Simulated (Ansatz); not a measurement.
# LiF: response to strain

LiF is deformed so: equal xx and yy strain of +3 %. What stress and forces result, by LAPW, PAW and all-electron datasets made for the crystal?

Computed with Ansatz 0.2.0 (DFT PBE, scalar-relativistic, unless a step's input says otherwise).

### Step 1. The starting structure

It takes space group Fm-3m (No. 225, cubic). The conventional cell has a = 4.028 Å, b = 4.028 Å, c = 4.028 Å, α = 90.00°, β = 90.00°, γ = 90.00°. Around Li (site symmetry m-3m) lie 6 F at 2.01 Å. F (site symmetry m-3m) has 6 Li at 2.01 Å as nearest neighbours.

As a file:

```xyz
2
Lattice="0.0000 2.0140 2.0140 2.0140 0.0000 2.0140 2.0140 2.0140 0.0000" Properties=species:S:1:pos:R:3 pbc="T T T"
Li    0.0000    0.0000    0.0000
F     2.0140    2.0140    2.0140
```

Atoms are numbered in the order of the input: Li1, F2.

### Step 2. After the deformation

Space group Fm-3m before, I4/mmm after.

### Step 3. Full-potential LAPW

Input file input.yaml:

```yaml
crystal:
  lattice:
    - [0.0, 2.07442, 2.014]
    - [2.07442, 0.0, 2.014]
    - [2.07442, 2.07442, 0.0]
  atoms:
    - { symbol: Li, position: [0.0, 0.0, 0.0] }
    - { symbol: F, position: [0.5, 0.5, 0.5] }
kpoints:
  mp_grid: { grid: [10, 10, 10] }
  band_path:
    path:
      - [0.0, 0.0, 0.0]
      - [0.0, 0.5, 0.5]
      - [0.25, 0.75, 0.5]
      - [0.0, 0.5, 0.0]
      - [0.0, 0.0, 0.0]
      - [0.5, 0.5, 0.0]
      - [0.3826125, 0.6173875, 0.0]
      - [-0.3826125, 0.3826125, 0.0]
      - [0.0, 0.0, 0.0]
    npoints: 5
scf:
  occupations: { method: fermi_dirac, width: 0.03 }
hamiltonian:
  xc: pbe
  pseudopotentials: { kind: all_electron, lapw: { basis_error: 0.001 } }
output:
  forces: true
  stress: true
  eigenvalues: true
```

Started as:

```bash
$ ansatz run input.yaml --threads 1 --pin off --max-ram 3072MiB --backend cpu --events-out ev --progress --plain --runs-dir out
```

### Step 4. PAW on the default files

Input file input.yaml:

```yaml
crystal:
  lattice:
    - [0.0, 2.07442, 2.014]
    - [2.07442, 0.0, 2.014]
    - [2.07442, 2.07442, 0.0]
  atoms:
    - { symbol: Li, position: [0.0, 0.0, 0.0] }
    - { symbol: F, position: [0.5, 0.5, 0.5] }
kpoints:
  mp_grid: { grid: [10, 10, 10] }
scf:
  occupations: { method: fermi_dirac, width: 0.03 }
hamiltonian:
  xc: pbe
  pseudopotentials: { kind: paw }
output:
  forces: true
  stress: true
  eigenvalues: true
  efg: { contact_densities: true }
  write_density: true
  write_potential: true
  elf: true
  volumetric_format: npy
```

### Step 5. Datasets made for this crystal

input.yaml: that of step 4 with these lines changed.

```diff
@@ -14,3 +14,3 @@
   xc: pbe
-  pseudopotentials: { kind: paw }
+  pseudopotentials: { kind: all_electron, datasets: crystal }
 output:
@@ -20,5 +20 @@
   efg: { contact_densities: true }
-  write_density: true
-  write_potential: true
-  elf: true
-  volumetric_format: npy
```

(Steps that only read results are left out.)

What does the calculation give? Wanted: pressure; largest shear or deviatoric stress.

**Answer**, as computed:

| quantity | value |
| --- | --- |
| pressure | LAPW -1.83, PAW -1.76, crystal datasets -1.84 GPa |
| largest shear or deviatoric stress (LAPW) | 1.05 GPa |

In words: The largest part of the stress beyond the pressure is 1.05 GPa in size, in the zz component; the atoms are carried along and not relaxed. No run of the undeformed cell stands beside it, so the pressure holds what the given cell had before the change. PAW: stress within 0.07 GPa of LAPW. Crystal datasets: stress within 0.01 GPa of LAPW.
